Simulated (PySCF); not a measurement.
An unknown is described by computed data only.

Elements present: C, H and N. Monoisotopic mass: 66.0218 u.

- NMR, other nuclei: isotropic shieldings of nuclei other than C and H, by class: -79 (1 N), -35 (1 N) ppm [GIAO PBE0/pcSseg-1]
- UV, strongest line: among the 10 lowest singlet transitions: S10 at 8.70 eV (143 nm, f = 0.157) [TDDFT wB97X-D/def2-SVPD]
- Couplings: largest of the computed one-bond spin–spin couplings (means over like bonds): 13C–1H +269.0, 13C–1H +205.7, 13C–13C +97.5, 13C–13C +34.4, 15N–13C -18.7, 15N–13C +13.6, 15N–13C +8.6 Hz [B3LYP/pcJ-1]
- Rotational structure: rotational constants A, B, C: 22.771, 3.539, 3.478 GHz [PBE0-D3(BJ)/def2-SVP]
- 1H NMR: chemical shifts (computed TMS as zero) by class: 9.80 (1 H), 1.89 (1 H) ppm [GIAO PBE0/pcSseg-1]
- Triplet: lowest triplet excitation (Tamm–Dancoff): 4.64 eV [TDA wB97X-D/def2-SVPD]
- Polarisability: 42.6 au [wB97X-D/def2-SVPD]
- 13C NMR: chemical shifts (computed TMS as zero) by class: 166.1 (1 C), 125.3 (1 C), 11.8 (1 C) ppm [GIAO PBE0/pcSseg-1]
- Valence photoelectron: vertical ionisation energy: 11.05 eV [ΔSCF wB97X-D/def2-SVPD]

Gas-phase values; electronic properties from PySCF, density fitting. Levels stand in brackets. Isolated species at its PBE0-D3(BJ)/def2-SVP geometry, gas phase. Each NMR value is the plain mean over a class of atoms that symmetry, rotation or inversion makes alike.

Task: Which formula fits the mass and the elements?

Result: C3H2N2 (calculated 66.0218). No other formula that holds each of these elements comes within 0.0003 u with a fitting electron parity and a possible valence count.

Task: What is the compound? Reason from the data.

Result: Numbering: `[N:1]#[C:2][C@H:3]1[CH:4]=[N:5]1`. Its formula, C3H2N2, gives 4 degrees of unsaturation: 1 ring and 3 π bonds in the structure found. 3 carbons fall into 3 classes; from least to most shielded: C=N carbon [C4] (166.1 ppm), nitrile carbon [C2] (125.3 ppm), ring sp3 carbon bound to nitrogen [C3] (11.8 ppm). Hydrogen classes from least to most shielded: 1 H on a C=N carbon, C4 (9.80 ppm), 1 H on an sp3 carbon bound to nitrogen, C3 (1.89 ppm). The other shieldings belong to: -79 ppm, C=N nitrogen [N5]; -35 ppm, nitrile nitrogen [N1]. The couplings run between: +269.0 Hz, C=N carbon [C4] and its hydrogen; +205.7 Hz, sp3 carbon bound to nitrogen [C3] and its hydrogen; +97.5 Hz, nitrile carbon [C2] and sp3 carbon bound to nitrogen [C3]; +34.4 Hz, sp3 carbon bound to nitrogen [C3] and C=N carbon [C4]; -18.7 Hz, nitrile nitrogen [N1] and nitrile carbon [C2]; +13.6 Hz, C=N nitrogen [N5] and sp3 carbon bound to nitrogen [C3]; +8.6 Hz, C=N nitrogen [N5] and C=N carbon [C4]. The first electron is taken from the HOMO, whose largest Löwdin shares are 0.29 on the C=N nitrogen, 0.21 on the nitrile nitrogen, 0.20 on the sp3 carbon bound to nitrogen and 0.13 on the C=N carbon. The optimised geometry has point group C1 and is an asymmetric top. Structure: `N#C[C@H]1C=N1`. Computed isomers that give other values at the same levels: `N#CCC#N` (rotational constant A: 21.179 GHz; this holds for the one conformer computed); `N#CC1=NC1` (rotational constant A: 26.981 GHz; this holds for the one conformer computed). The assignments are read from this structure; whether some other isomer fits the data as well wasn't checked. The mirror image fits equally.
